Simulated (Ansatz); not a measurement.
## What internal relaxation does to the elastic constants of C

Computed with DFT PBEsol, scalar-relativistic, plane waves, PAW in Ansatz 0.2.0. Settings: 420 eV plane-wave cutoff, Γ-centred 18×18×6 mesh, Fermi-Dirac smearing of 0.15 eV. No spin polarisation.

Equilibrium structure at this level:
```
C
1.0
     2.45892    0.00000    0.00000
    -1.22946    2.12948    0.00000
     0.00000    0.00000    7.27655
C
4
Cartesian
  0.0000 0.0000 0.0182
  0.0000 0.0000 3.6565
  0.0000 1.4197 0.0182
  1.2295 0.7098 3.6565
```

In a metal, frequencies and elastic constants depend on the k mesh and the smearing, soft modes and shear constants most. The crystal is built of layers and no dispersion correction was added, so the binding between them is poorly described, and with it their spacing and whatever depends on it.

Clamped-ion constants (GPa, Voigt order; atoms follow the strain homogeneously):
C11 = 1001.5, C12 = 162.4, C13 = -0.8, C22 = 1001.5, C23 = -0.8, C33 = 8.0, C44 = 1.6, C55 = 1.6, C66 = 419.5 GPa; the others vanish.

Q: What are the constants once the atoms relax in each strained cell?

A:
C11 = 978.2, C12 = 185.7, C13 = -0.8, C22 = 978.2, C23 = -0.8, C33 = 8.0, C44 = 1.6, C55 = 1.6, C66 = 396.2 GPa; the others vanish.
The Voigt shear modulus goes from 207.8 to 198.5 GPa and the Voigt bulk modulus doesn't change. Relaxation subtracts ΛᵀK⁻¹Λ/V, with Λ the forces that a strain puts on the atoms and K the zone-centre force constants. At a stable cell this can only lower the diagonal constants, and it acts only for strains that share their symmetry with an optical mode; elsewhere, and where the coupling is weak, the constants hardly move.

The bands only touch here, so at this level the crystal is a zero-gap semiconductor or semimetal, not an ordinary metal.